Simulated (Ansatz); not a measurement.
Results of PBE-D3(BJ) (PAW; Ansatz, a first-principles code) for cubic perovskite LaAlO₃ (cubic high-temperature phase).

Numerical settings: plane-wave cutoff 520 eV, 10×10×10 k mesh, Fermi–Dirac smearing 0.01 eV, scalar-relativistic PAW data made under PBE.

Response to compression and expansion:

```json
[
 {"V (Å³/atom)": "10.200", "P (GPa)": "14.17", "direct gap at Γ (eV)": "3.682", "smallest gap on the k mesh (eV)": "3.651"},
 {"V (Å³/atom)": "10.417", "P (GPa)": "8.95", "direct gap at Γ (eV)": "3.671", "smallest gap on the k mesh (eV)": "3.612"},
 {"V (Å³/atom)": "10.634", "P (GPa)": "4.24", "direct gap at Γ (eV)": "3.658", "smallest gap on the k mesh (eV)": "3.574"},
 {"V (Å³/atom)": "10.851", "P (GPa)": "0.01", "direct gap at Γ (eV)": "3.643", "smallest gap on the k mesh (eV)": "3.536"},
 {"V (Å³/atom)": "11.068", "P (GPa)": "-3.80", "direct gap at Γ (eV)": "3.627", "smallest gap on the k mesh (eV)": "3.500"},
 {"V (Å³/atom)": "11.285", "P (GPa)": "-7.23", "direct gap at Γ (eV)": "3.610", "smallest gap on the k mesh (eV)": "3.464"},
 {"V (Å³/atom)": "11.502", "P (GPa)": "-10.32", "direct gap at Γ (eV)": "3.592", "smallest gap on the k mesh (eV)": "3.428"}
]
```

The fundamental gap (3.54 eV at the equilibrium volume, with added k points) lies elsewhere than Γ–Γ.

Note: the relaxation could not lower the start's symmetry, so the cell can be a saddle point above a distorted one.

Spin–orbit coupling is not included.
